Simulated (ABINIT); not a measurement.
SiC (Moissanite):

```
Si C
1.0
     3.07600    0.00000    0.00000
    -1.53800    2.66389    0.00000
     0.00000    0.00000    5.04800
Si C
2 2
Cartesian
  1.5380 0.8880 2.5240
  0.0000 1.7759 0.0000
  1.5380 0.8880 4.4675
  0.0000 1.7759 1.9435
```

Program: ABINIT 10.8.3 (patched build). Alike in all runs: no spin polarisation; cell as given; smearing fermi-dirac 0.05 eV.

Q: Order these runs on this cell by their pressure, lowest first.
A. level OLYP; potentials or basis PseudoDojo NC SR PBE v0.4.1 standard; k mesh 10 × 10 × 5; cutoff (eV) 1116; mesh quality not flagged
B. level LDA-Teter; potentials or basis JTH PAW LDA v2.0; k mesh 10 × 10 × 5; cutoff (eV) 544; fine-grid cutoff 1088.46 eV; mesh quality not flagged
C. level PBEsol; potentials or basis JTH PAW PBE v2.0; k mesh 4 × 4 × 2; cutoff (eV) 544; fine-grid cutoff 1088.46 eV; mesh quality coarse
D. level rPW86PBE; potentials or basis PseudoDojo NC SR PBE v0.4.1 standard; k mesh 10 × 10 × 5; cutoff (eV) 1116; mesh quality not flagged
E. level PBE; potentials or basis JTH PAW PBE v2.0; k mesh 10 × 10 × 5; cutoff (eV) 544; fine-grid cutoff 1088.46 eV; mesh quality not flagged

A: B (-4.1 GPa), A (-1.8 GPa), C (0.1 GPa), E (3.2 GPa), D (9.2 GPa).

Caveats: some runs use coarse meshes; the potentials were made for another functional, which shifts forces and pressure (some runs); the PAW data sets were made with another functional, which shifts forces and pressure a little (some runs).
